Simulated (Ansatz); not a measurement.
**As under changes of volume**

One of the cells (21.530 Å³/atom); the others are scaled copies at fixed shape and fractional positions:

```
As
1.0
     1.88080    1.08588    3.51406
    -1.88080    1.08588    3.51406
     0.00000   -2.17176    3.51406
As
2
Direct
  0.22600 0.22600 0.22600
  0.77400 0.77400 0.77400
```

* Program: Ansatz 0.2.0
* Functional: PBE
* Potentials or basis: Ansatz PAW
* Cutoff: 420 eV (not typed: the program's choice for these potentials)
* k mesh: 9 × 9 × 9
* Occupations: fermi-dirac, width 0.05 eV
* Spin: no spin polarisation

```csv
volume (Å³/atom),energy over the lowest point (meV/atom),pressure (GPa),largest force (eV/Å)
20.239,63.87,9.5,0.887
20.669,41.17,7.4,0.723
21.100,23.92,5.5,0.571
21.530,11.62,3.7,0.429
21.961,?,?,?
22.392,0.06,0.7,0.169
22.822,0.00,-0.6,0.051
```

**Question.** What does the run at 21.961 Å³/atom give?

**Answer.** Energy over the lowest point 3.81 meV/atom; pressure 2.1 GPa; largest force 0.295 eV/Å.

Worked out: A Birch-Murnaghan fit of order 3 (a polynomial in V^(-2/3)) to the other rows has its minimum at 22.61 Å³/atom with B0 = V·E''(V) = 68 GPa and B' = 4.1 at fixed shape and positions, which overstates the stiffness. It gives 3.81 meV/atom at 21.961 Å³/atom, against the run's 3.81, and -dE/dV = 2.1 GPa, against 2.1.

Energies are extrapolated to zero smearing.
